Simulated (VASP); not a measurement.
# Al (a cell with a defect) in VASP: notebook, part 2 of 2

VASP 6.6.1. Earlier steps stand in the parts before.

### Step 3. Relaxation of the atoms, r2SCAN

This run uses another cell than the first one, of 16.37 Å³/atom, 1.004 times its volume.

INCAR reads:

```
PREC = Accurate ; ENCUT = 320
EDIFF = 1E-6 ; ISMEAR = -1
SIGMA = 0.05 ; LREAL = False
LASPH = True ; NELM = 80
ALGO = Normal ; ISIF = 2
LWAVE = False ; LCHARG = False
METAGGA = R2SCAN ; LMIXTAU = True
IBRION = 2 ; NSW = 40
EDIFFG = -0.02
```

KPOINTS reads:

```
regular mesh
0
Gamma
  6 6 6
```

POSCAR reads:

```
Al
1.0
    7.9760000000      0.0000000000      0.0000000000
    0.0000000000      7.9760000000      0.0000000000
    0.0000000000      0.0000000000      7.9760000000
Al
31
Direct
    0.0000000000      0.0000000000      0.5000000000
    0.0000000000      0.5000000000      0.0000000000
    0.0000000000      0.5000000000      0.5000000000
    0.5000000000      0.0000000000      0.0000000000
    0.5000000000      0.0000000000      0.5000000000
    0.5000000000      0.5000000000      0.0000000000
    0.5000000000      0.5000000000      0.5000000000
    0.0000000000      0.2500000000      0.2500000000
    0.0000000000      0.2500000000      0.7500000000
    0.0000000000      0.7500000000      0.2500000000
    0.0000000000      0.7500000000      0.7500000000
    0.5000000000      0.2500000000      0.2500000000
    0.5000000000      0.2500000000      0.7500000000
    0.5000000000      0.7500000000      0.2500000000
    0.5000000000      0.7500000000      0.7500000000
    0.2500000000      0.0000000000      0.2500000000
    0.2500000000      0.0000000000      0.7500000000
    0.2500000000      0.5000000000      0.2500000000
    0.2500000000      0.5000000000      0.7500000000
    0.7500000000      0.0000000000      0.2500000000
    0.7500000000      0.0000000000      0.7500000000
    0.7500000000      0.5000000000      0.2500000000
    0.7500000000      0.5000000000      0.7500000000
    0.2500000000      0.2500000000      0.0000000000
    0.2500000000      0.2500000000      0.5000000000
    0.2500000000      0.7500000000      0.0000000000
    0.2500000000      0.7500000000      0.5000000000
    0.7500000000      0.2500000000      0.0000000000
    0.7500000000      0.2500000000      0.5000000000
    0.7500000000      0.7500000000      0.0000000000
    0.7500000000      0.7500000000      0.5000000000
```

Potentials or basis: VASP PAW PBE potentials, release 64 (Al).

The run is started by

```console
> cat potpaw_PBE.64/Al/POTCAR > POTCAR
> mpirun -np 1 vasp_std > vasp.out
```

OUTCAR:

```text
PREC = Accurate
   ENCUT = 320
   EDIFF = 1E-6
   ISMEAR = -1
   LREAL = False
   LASPH = True
   NELM = 80
   ISIF = 2
   METAGGA = R2SCAN
   IBRION = 2
   NSW = 40
   EDIFFG = -0.02

 ion  position               nearest neighbor table
   1  0.000  0.000  0.500-   8 2.82   9 2.82  10 2.82  11 2.82  16 2.82  17 2.82  20 2.82  21 2.82
                            25 2.82  27 2.82  29 2.82  31 2.82
   2  0.000  0.500  0.000-   8 2.82   9 2.82  10 2.82  11 2.82  18 2.82  19 2.82  22 2.82  23 2.82
                            24 2.82  26 2.82  28 2.82  30 2.82
   3  0.000  0.500  0.500-   8 2.82   9 2.82  10 2.82  11 2.82  18 2.82  19 2.82  22 2.82  23 2.82
                            25 2.82  27 2.82  29 2.82  31 2.82
   4  0.500  0.000  0.000-  12 2.82  13 2.82  14 2.82  15 2.82  16 2.82  17 2.82  20 2.82  21 2.82
                            24 2.82  26 2.82  28 2.82  30 2.82
   5  0.500  0.000  0.500-  12 2.82  13 2.82  14 2.82  15 2.82  16 2.82  17 2.82  20 2.82  21 2.82
                            25 2.82  27 2.82  29 2.82  31 2.82
[... 561 lines left out ...]

 E-fermi :   8.0479     XC(G=0): -10.8924

 val. band max:        8.0417683255   @ k =   0.1667   0.1667   0.0000
 cond. band min:       8.0602147762   @ k =   0.5000   0.3333   0.0000
 fundamental gap:      0.0184464507
 Fermi energy:         8.0479048573

 k-point     1 :       0.0000    0.0000    0.0000
  band No.  band energies     occupation
      1      -3.8970      2.00000
      2      -1.5502      2.00000
      3      -1.5502      2.00000
      4      -1.4878      2.00000
      5      -1.4878      2.00000
      6      -1.4878      2.00000
[... 1209 lines left out ...]
     57      11.8421      0.00000
     58      11.8612      0.00000
 [bands above 58 left out]

------------------------ aborting loop because EDIFF is reached ----------------------------------------

  FORCE on cell =-STRESS in cart. coord.  units (eV):
  Direction    XX          YY          ZZ          XY          YZ          ZX
  --------------------------------------------------------------------------------------
  -------------------------------------------------------------------------------------
  Total       -1.7730972     -1.7730972     -1.7730972      0.0000000     -0.0000000      0.0000000
  in kB       -5.5987063     -5.5987063     -5.5987063      0.0000000     -0.0000000      0.0000000
  external PRESSURE =      -5.5987063 kB  Pullay stress =       0.0000000 kB
[... 46 lines left out ...]
  FREE ENERGIE OF THE ION-ELECTRON SYSTEM (eV)
  ---------------------------------------------------
  free  energy   TOTEN  =      -208.0257764567 eV

  energy  without entropy=     -207.9259418480  energy(sigma->0) =     -207.97585915

 reached required accuracy - stopping structural energy minimisation
```

It took 37 min on 1 thread of AMD EPYC 9R45 (Zen 5), shared host; peak memory 0.44 GiB.

Results:

- Free energy: -208.0258 eV
- Energy gained by relaxing: 1.5 meV/atom
- Ionic steps: 5
- Pressure after relaxing: -0.6 GPa
- Band gap on the k mesh: none (metal or under the smearing width)

Forces on the atoms (eV/Å):
```
Al   0.000  0.000  0.000
Al   0.000  0.000  0.000
Al   0.000  0.000  0.000
Al   0.000  0.000  0.000
Al   0.000  0.000  0.000
Al   0.000  0.000  0.000
Al   0.000  0.000  0.000
Al   0.000  0.002  0.002
Al   0.000  0.002 -0.002
Al   0.000 -0.002  0.002
Al   0.000 -0.002 -0.002
Al   0.000  0.001  0.001
Al   0.000  0.001 -0.001
Al   0.000 -0.001  0.001
Al   0.000 -0.001 -0.001
Al   0.002  0.000  0.002
Al   0.002  0.000 -0.002
Al   0.001  0.000  0.001
Al   0.001  0.000 -0.001
Al  -0.002  0.000  0.002
Al  -0.002  0.000 -0.002
Al  -0.001  0.000  0.001
Al  -0.001  0.000 -0.001
Al   0.002  0.002  0.000
Al   0.001  0.001  0.000
Al   0.002 -0.002  0.000
Al   0.001 -0.001  0.000
Al  -0.002  0.002  0.000
Al  -0.001  0.001  0.000
Al  -0.002 -0.002  0.000
Al  -0.001 -0.001  0.000
```

Step by step:
```
step  energy change (eV)  largest force (eV/Å)  pressure (GPa)
   1              0.0000                0.2207           -0.42
   2             -0.0245                0.1521           -0.47
   3             -0.0446                0.0523           -0.55
   4             -0.0463                0.0290           -0.55
   5             -0.0471                0.0028           -0.56
```

Final structure:
```xyz
31
Lattice="7.9760 0.0000 0.0000 0.0000 7.9760 0.0000 0.0000 0.0000 7.9760" Properties=species:S:1:pos:R:3 pbc="T T T"
Al    0.0000    0.0000    3.9880
Al    0.0000    3.9880    0.0000
Al    0.0000    3.9880    3.9880
Al    3.9880    0.0000    0.0000
Al    3.9880    0.0000    3.9880
Al    3.9880    3.9880    0.0000
Al    3.9880    3.9880    3.9880
Al    0.0000    1.9684    1.9684
Al    0.0000    1.9684    6.0076
Al    0.0000    6.0076    1.9684
Al    0.0000    6.0076    6.0076
Al    3.9880    1.9930    1.9930
Al    3.9880    1.9930    5.9830
Al    3.9880    5.9830    1.9930
Al    3.9880    5.9830    5.9830
Al    1.9684    0.0000    1.9684
Al    1.9684    0.0000    6.0076
Al    1.9930    3.9880    1.9930
Al    1.9930    3.9880    5.9830
Al    6.0076    0.0000    1.9684
Al    6.0076    0.0000    6.0076
Al    5.9830    3.9880    1.9930
Al    5.9830    3.9880    5.9830
Al    1.9684    1.9684    0.0000
Al    1.9930    1.9930    3.9880
Al    1.9684    6.0076    0.0000
Al    1.9930    5.9830    3.9880
Al    6.0076    1.9684    0.0000
Al    5.9830    1.9930    3.9880
Al    6.0076    6.0076    0.0000
Al    5.9830    5.9830    3.9880
```

Caveat: the PAW data sets were made with another functional, which shifts forces and pressure a little.

### Step 4. Relaxation of the atoms, PBEsol

This run uses another cell than the first one, of 16.69 Å³/atom, 1.024 times its volume.

INCAR reads:

```
SYSTEM = Al
PREC = Accurate
ENCUT = 320
EDIFF = 1E-7
ISMEAR = -1
SIGMA = 0.05
LREAL = .FALSE.
LASPH = .TRUE.
NELM = 100
ALGO = Normal
ISIF = 2
LWAVE = .FALSE.
LCHARG = .FALSE.
GGA = PS
IBRION = 2
NSW = 40
EDIFFG = -0.01
```

KPOINTS reads:

```
regular mesh
0
G
  6 6 6
  0 0 0
```

Edit POSCAR of step 3 so:

```diff
@@ -2,5 +2,5 @@
 1.0
-    7.9760000000      0.0000000000      0.0000000000
-    0.0000000000      7.9760000000      0.0000000000
-    0.0000000000      0.0000000000      7.9760000000
+    8.0280000000      0.0000000000      0.0000000000
+    0.0000000000      8.0280000000      0.0000000000
+    0.0000000000      0.0000000000      8.0280000000
 Al
```

The run is started by

```console
> cat potpaw_PBE.64/Al/POTCAR > POTCAR
> mpirun -np 1 vasp_std > vasp.out
```

Wall time 11 min (1 thread of Intel Xeon 6975P-C (Granite Rapids), shared host); peak memory 0.44 GiB.

Results (log left out):

```yaml
Free_energy: -126.0025 eV
Energy_gained_by_relaxing: 2.1 meV/atom
Ionic_steps: 5
Pressure_after_relaxing: -0.6 GPa
Largest_force_after_relaxing: 0.003 eV/Å
Band_gap_on_the_k_mesh: none (metal or under the smearing width)
```

Forces on the atoms (eV/Å):
```
Al   0.000  0.000  0.000
Al   0.000  0.000  0.000
Al   0.000  0.000  0.000
Al   0.000  0.000  0.000
Al   0.000  0.000  0.000
Al   0.000  0.000  0.000
Al   0.000  0.000  0.000
Al   0.000  0.002  0.002
Al   0.000  0.002 -0.002
Al   0.000 -0.002  0.002
Al   0.000 -0.002 -0.002
Al   0.000 -0.001 -0.001
Al   0.000 -0.001  0.001
Al   0.000  0.001 -0.001
Al   0.000  0.001  0.001
Al   0.002  0.000  0.002
Al   0.002  0.000 -0.002
Al  -0.001  0.000 -0.001
Al  -0.001  0.000  0.001
Al  -0.002  0.000  0.002
Al  -0.002  0.000 -0.002
Al   0.001  0.000 -0.001
Al   0.001  0.000  0.001
Al   0.002  0.002  0.000
Al  -0.001 -0.001  0.000
Al   0.002 -0.002  0.000
Al  -0.001  0.001  0.000
Al  -0.002  0.002  0.000
Al   0.001 -0.001  0.000
Al  -0.002 -0.002  0.000
Al   0.001  0.001  0.000
```

Step by step:
```
step  energy change (eV)  largest force (eV/Å)  pressure (GPa)
   1              0.0000                0.2405           -0.50
   2             -0.0294                0.1752           -0.55
   3             -0.0603                0.0598           -0.63
   4             -0.0628                0.0342           -0.63
   5             -0.0639                0.0034           -0.64
```

Final structure:
```
Al
1.0
     8.02800    0.00000    0.00000
     0.00000    8.02800    0.00000
     0.00000    0.00000    8.02800
Al
31
Cartesian
  0.0000 0.0000 4.0140
  0.0000 4.0140 0.0000
  0.0000 4.0140 4.0140
  4.0140 0.0000 0.0000
  4.0140 0.0000 4.0140
  4.0140 4.0140 0.0000
  4.0140 4.0140 4.0140
  0.0000 1.9751 1.9751
  0.0000 1.9751 6.0529
  0.0000 6.0529 1.9751
  0.0000 6.0529 6.0529
  4.0140 2.0046 2.0046
  4.0140 2.0046 6.0234
  4.0140 6.0234 2.0046
  4.0140 6.0234 6.0234
  1.9751 0.0000 1.9751
  1.9751 0.0000 6.0529
  2.0046 4.0140 2.0046
  2.0046 4.0140 6.0234
  6.0529 0.0000 1.9751
  6.0529 0.0000 6.0529
  6.0234 4.0140 2.0046
  6.0234 4.0140 6.0234
  1.9751 1.9751 0.0000
  2.0046 2.0046 4.0140
  1.9751 6.0529 0.0000
  2.0046 6.0234 4.0140
  6.0529 1.9751 0.0000
  6.0234 2.0046 4.0140
  6.0529 6.0529 0.0000
  6.0234 6.0234 4.0140
```

Levels at points of the mesh, in eV from the Fermi level:
| k point | band 43 | band 44 | band 45 | band 46 | band 47 | band 48 | band 49 | band 50 | band 51 | band 52 |
| --- | --- | --- | --- | --- | --- | --- | --- | --- | --- | --- |
| (0.00, 0.00, 0.00) | -0.43 | -0.43 | -0.43 | 0.26 | 0.35 | 0.35 | 0.35 | 0.37 | 0.37 | 1.25 |
| (0.50, 0.00, 0.00) | -0.81 | -0.45 | -0.31 | -0.31 | -0.25 | -0.25 | -0.25 | -0.01 | 0.22 | 0.22 |
| (0.50, 0.50, 0.00) | -1.07 | -1.07 | -0.30 | -0.30 | -0.27 | 0.35 | 0.87 | 0.98 | 1.00 | 1.00 |
| (0.50, 0.50, 0.50) | -0.69 | -0.69 | -0.68 | -0.68 | -0.68 | -0.65 | -0.65 | -0.40 | -0.40 | -0.40 |

Caveat: the PAW data sets were made with another functional, which shifts forces and pressure a little.

### Step 5. Overview

| level | potentials or basis | gap on the mesh (eV) | pressure (GPa) |
| --- | --- | --- | --- |
| LDA | VASP PAW LDA potentials, release 64 (Al) | none | -0.7 |
| r2SCAN | VASP PAW PBE potentials, release 64 (Al) | none | -0.6 |
| PBEsol | VASP PAW PBE potentials, release 64 (Al) | none | -0.6 |

Alike in all rows: task relaxation of the atoms; no spin polarisation; cell atoms relaxed; k mesh 6 × 6 × 6; cutoff (eV) 320; smearing fermi-dirac 0.05 eV.

Caveats: the PAW data sets were made with another functional, which shifts forces and pressure a little (some runs).

Total energies depend on the potentials used, so only differences within one code and one set of settings carry meaning.
